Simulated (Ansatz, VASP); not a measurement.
# One calculation of HfO2, two programs

Contents of INCAR:

```
  PREC = Accurate
  ENCUT = 520
  EDIFF = 1E-6
  ISMEAR = 0
  SIGMA = 0.01
  LREAL = F
  LASPH = T
  NELM = 80
  ALGO = Normal
  ISIF = 2
  LWAVE = F
  LCHARG = F
  GGA = PE
  NBANDS = 18
```

File KPOINTS:

```
regular mesh
0
Gamma
  8 8 8
```

Contents of POSCAR:

```
HfO2
1.0
    0.0000000000      2.4967747316      2.4967747316
    2.4967747316      0.0000000000      2.4967747316
    2.4967747316      2.4967747316      0.0000000000
Hf O
1 2
Direct
    0.0000000000      0.0000000000      0.0000000000
    0.2500000000      0.2500000000      0.2500000000
    0.7500000000      0.7500000000      0.7500000000
```

Input for Ansatz:

```yaml
crystal:
  lattice:
    - [0.0, 2.4967747316, 2.4967747316]
    - [2.4967747316, 0.0, 2.4967747316]
    - [2.4967747316, 2.4967747316, 0.0]
  atoms:
    - { symbol: Hf, position: [0.0, 0.0, 0.0] }
    - { symbol: O, position: [0.25, 0.25, 0.25] }
    - { symbol: O, position: [0.75, 0.75, 0.75] }
kpoints:
  mp_grid: { grid: [8, 8, 8] }
hamiltonian:
  xc: pbe
scf:
  occupations: { method: fixed }
  n_extra_bands: 4
output:
  forces: true
  stress: true
  eigenvalues: true
```

Alike in both runs: task single point; functional PBE; k mesh 8 × 8 × 8; no spin polarisation.

|  | VASP | Ansatz |
| --- | --- | --- |
| version | VASP 6.6.1 | Ansatz 0.2.0 |
| potentials or method | VASP PAW PBE potentials, release 64 (Hf_pv, O) | plane waves, PAW |
| plane-wave cutoff (eV) | 520 | 420 |
| occupations | gaussian, width 0.01 eV | fixed |
| valence electrons in the cell | 22 | 38 |

VASP gave:

```
gap on the k mesh at the Fermi level (eV) : 3.92
pressure (GPa)                            : 13.1
```

Task: Which values does Ansatz return?

Result: gap on the k mesh at the Fermi level (eV): 3.89; pressure (GPa): 17.3.

One of these differences is far larger than is usual between the two programs; its cause wasn't traced. The two sets of potentials don't hold the same shells in valence.

Caveats: spin-orbit coupling is left out, which moves the levels of the heavy elements. As with any semilocal functional, this PBE gap is likely too small. A k mesh can miss the band edges.
